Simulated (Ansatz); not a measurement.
All-electron LAPW in Ansatz 0.2.0 under PBE, scalar-relativistic, energies extrapolated to zero smearing. Slabs are 1×1 cells cut from bulk crystals relaxed on PAW files, with atoms then relaxed, 16 to 20 Å of vacuum, a dipole correction, k spacings of 0.16 to 0.26 Å⁻¹ and smearing of 0.02 to 0.1 eV, without spin–orbit coupling or spin polarisation. The bulk type named needn't be the stable one, and no reconstruction is allowed.

```json
{"slab": "fcc Sb (110), 5 layers", "area (Å²)": "16.24", "γ (J/m²)": "0.18", "Φ (eV)": "?", "Δd12 (%)": "?"}
{"slab": "fcc Sb (110), 4 layers", "area (Å²)": "16.24", "γ (J/m²)": "0.16", "Φ (eV)": "3.73", "Δd12 (%)": "-52.8"}
{"slab": "fcc Sb (111), 1 layer", "area (Å²)": "9.95", "γ (J/m²)": "0.45", "Φ (eV)": "4.77", "Δd12 (%)": "–"}
{"slab": "fcc Sb (111), 5 layers", "area (Å²)": "9.95", "γ (J/m²)": "0.22", "Φ (eV)": "4.13", "Δd12 (%)": "-7.0"}
{"slab": "fcc Sb (111), 6 layers", "area (Å²)": "9.95", "γ (J/m²)": "0.22", "Φ (eV)": "3.92", "Δd12 (%)": "-11.1"}
```

Problem. Fill in "Φ (eV)" for the row "fcc Sb (110), 5 layers".

Solution. 4.39.

Problem. What belongs in the row "fcc Sb (110), 5 layers", column "Δd12 (%)"?

Solution. -26.6.
